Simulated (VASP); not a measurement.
**InP: single point with BLYP+D3(BJ)**

**The experiment to reproduce.**

From a printed reference work, data compilation, for a bulk crystal of InP at 1.6 K: band gap 1.4236 eV (direct).

InP:

```
In P
1.0
     0.00000    2.93050    2.93050
     2.93050    0.00000    2.93050
     2.93050    2.93050    0.00000
In P
1 1
Direct
  0.00000 0.00000 0.00000
  0.75000 0.75000 0.75000
```

```json
{
 "Program": "VASP 6.6.1",
 "Task": "single point",
 "Functional": "BLYP",
 "Dispersion": "D3(BJ)",
 "Potentials or basis": "VASP PAW PBE potentials, release 64 (In_d, P)",
 "Cutoff": "520 eV",
 "k mesh": "8 × 8 × 8",
 "Occupations": "fermi-dirac, width 0.05 eV",
 "Spin": "no spin polarisation",
 "Dipole correction": "no",
 "Further INCAR settings": "ALGO = Normal; EDIFF = 1e-06; NBANDS = 16"
}
```

The pressure is 1.6 GPa, the band gap on the k mesh is 0.63 eV, direct and the dispersion energy per atom is -0.715 eV.

Levels at points of the mesh, in eV from the valence-band top:
```csv
k point,band 6,band 7,band 8,band 9,band 10,band 11,band 12,band 13
"(0.00, 0.00, 0.00)",-11.52,0.00,0.00,0.00,0.63,4.11,4.11,4.11
"(0.50, 0.00, 0.00)",-9.81,-5.71,-0.97,-0.97,1.49,4.87,4.87,7.24
"(0.50, 0.50, 0.00)",-9.16,-5.77,-2.30,-2.30,1.89,2.34,9.23,9.54
```

Run time: 21 s on 1 thread of AMD EPYC 9R45 96-Core Processor (Zen 5) (shared host), peak memory 0.16 GiB.

Against the measured gap of InP, 1.4236 eV (direct; 1.6 K; a printed reference work, data compilation), the calculated 0.63 eV is off by -0.80 eV. Spin-orbit coupling on In is left out. The value is that of BLYP+D3(BJ), without temperature or zero-point motion. Semilocal functionals fall short of measured gaps as a rule.

Caveat: the PAW data sets were made with another functional, which shifts forces and pressure a little; spin-orbit coupling is left out, which moves the levels of the heavy elements.
